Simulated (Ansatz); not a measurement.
Input of an Ansatz 0.2.0 run:

Contents of input.yaml:

```yaml
crystal:
  lattice:
    - [0.0, 2.2535006075, 2.2535006075]
    - [2.2535006075, 0.0, 2.2535006075]
    - [2.2535006075, 2.2535006075, 0.0]
  atoms:
    - { symbol: Ga, position: [0.0, 0.0, 0.0] }
    - { symbol: "N", position: [0.25, 0.25, 0.25] }
kpoints:
  mp_grid: { grid: [8, 8, 8] }
scf:
  occupations: { method: fermi_dirac, width: 0.05 }
hamiltonian:
  xc: pbesol
  pseudopotentials: { kind: all_electron, datasets: crystal }
output:
  forces: true
  stress: true
  eigenvalues: true
  elf: true
  volumetric_format: npy
```

Potentials or basis: all-electron PAW datasets made for the crystal.

The run is started by

```sh
$ ansatz run input.yaml --threads 2 --pin off --max-ram 8192MiB --backend cpu --events-out ev --progress --plain --runs-dir out
```

(1) Predict the band gap on the k mesh.

(2) What does it give for the pressure?

## Answers

(1) 1.68 eV, direct.

(2) -1.1 GPa.

**The experiment to reproduce.**

A printed reference work, textbook reports, for a bulk crystal of GaN at 0 K: band gap 3.299 eV (direct).

Against the measured gap of GaN, 3.299 eV (direct; 0 K; a printed reference work, textbook), the calculated 1.68 eV is off by -1.62 eV. Spin-orbit coupling on Ga is left out. The value is that of PBEsol, without temperature or zero-point motion. Semilocal functionals fall short of measured gaps as a rule. The cell is a database's relaxed one, not the measured one, which moves gaps too.
